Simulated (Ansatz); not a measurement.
# CdTe: the cost of one run

Computed with Ansatz 0.2.0 (DFT PBEsol, scalar-relativistic, plane waves, PAW, unless a step's input says otherwise).

The COD entry's cell or inner coordinates are ideal or old and differ from later refinements, so a difference from it is no clean test against experiment.

1 further run of the same task is left out (set aside as unsound or not needed).

**1. The structure to begin with**

The structure is cubic, space group F-43m (No. 216). The conventional cell has a = 6.489 Å, b = 6.489 Å, c = 6.489 Å, α = 90.00°, β = 90.00°, γ = 90.00°. Cd (site symmetry -43m) is surrounded by 4 Te at 2.81 Å. Te (site symmetry -43m) is surrounded by 4 Cd at 2.81 Å.

Structure file:

```cif
data_structure
_symmetry_space_group_name_H-M 'F-43m'
_symmetry_Int_Tables_number 216
_cell_length_a 6.4893
_cell_length_b 6.4893
_cell_length_c 6.4893
_cell_angle_alpha 90.000
_cell_angle_beta 90.000
_cell_angle_gamma 90.000
_cell_volume 273.28
loop_
_atom_site_label
_atom_site_type_symbol
_atom_site_symmetry_multiplicity
_atom_site_Wyckoff_symbol
_atom_site_fract_x
_atom_site_fract_y
_atom_site_fract_z
_atom_site_occupancy
Cd1 Cd 4 a 0.00000 0.00000 0.00000 1
Te1 Te 4 c 0.25000 0.25000 0.25000 1
```

It is the result of an earlier relaxation at this level (volume 34.16 Å³/atom; gap on the mesh: 0.65 eV).

**2. Band edges and mean potential of the bulk**

File input.yaml:

```yaml
crystal:
  lattice:
    - [0.0, 3.2446713977, 3.2446713977]
    - [3.2446713977, 0.0, 3.2446713977]
    - [3.2446713977, 3.2446713977, 0.0]
  atoms:
    - { symbol: Cd, position: [0.0, 0.0, 0.0] }
    - { symbol: Te, position: [0.75, 0.75, 0.75] }
basis:
  ecutwfc: 420
kpoints:
  mp_grid: { grid: [8, 8, 8] }
  band_path: { path: [VBM, CBM], npoints: 2 }
hamiltonian:
  xc: pbesol
scf:
  occupations: { method: gaussian, width: 0.02 }
output:
  forces: true
  stress: true
  eigenvalues: true
```

What time and memory should one allow on 1 thread of an Arm CPU, shared host?

About 7.8 s, with a peak of 0.35 GiB.
